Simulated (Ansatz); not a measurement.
The system is N.

```
CELL_PARAMETERS angstrom
4.16723 0.00000 0.00000
-2.08362 3.60893 0.00000
0.00000 0.00000 7.00600
ATOMIC_POSITIONS crystal
N 0.66667 0.33333 0.67107
N 0.66667 0.33333 0.82893
N 0.33333 0.66667 0.17107
N 0.33333 0.66667 0.32893
```

```yaml
Program: Ansatz 0.2.0
Task: single point
Functional: PBE
Potentials_or_basis: Ansatz PAW
Cutoff: "420 eV (not typed: the program's choice for these potentials)"
k_mesh: 7 × 7 × 4
Occupations: fermi-dirac, width 0.05 eV
Spin: no spin polarisation
```

On this cell: pressure -0.3 GPa; largest force 0.538 eV/Å; band gap on the k mesh 7.08 eV, indirect (least direct gap 7.36 eV).

The same run follows on a disturbed copy (atoms moved at random, drawn with an rms of 0.05 Å):

```
N
1.0
     4.16723    0.00000    0.00000
    -2.08362    3.60893    0.00000
     0.00000    0.00000    7.00600
N
4
Cartesian
  2.0711 1.1866 4.6691
  2.1101 1.1852 5.7935
  0.0200 2.4218 1.1863
  0.0164 2.3328 2.2964
```

What does the disturbed cell give?

The energy moves by +10.6 meV/atom; pressure -2.3 GPa; largest force 2.976 eV/Å; band gap on the k mesh 6.92 eV, indirect (least direct gap 7.19 eV).

Forces on the atoms (eV/Å):
```
N    0.106 -0.013  2.974
N   -0.104  0.011 -2.970
N   -0.003 -0.128  1.555
N    0.000  0.129 -1.559
```

Stress tensor (GPa, compression positive):
```
 0.24 -0.01 -0.15
-0.01  0.22  0.18
-0.15  0.18 -7.33
```

Caveats: odd divisions of the mesh miss points on the zone boundary, where band edges often lie, so the gap on the mesh can be too wide.

A k mesh can miss the band edges.
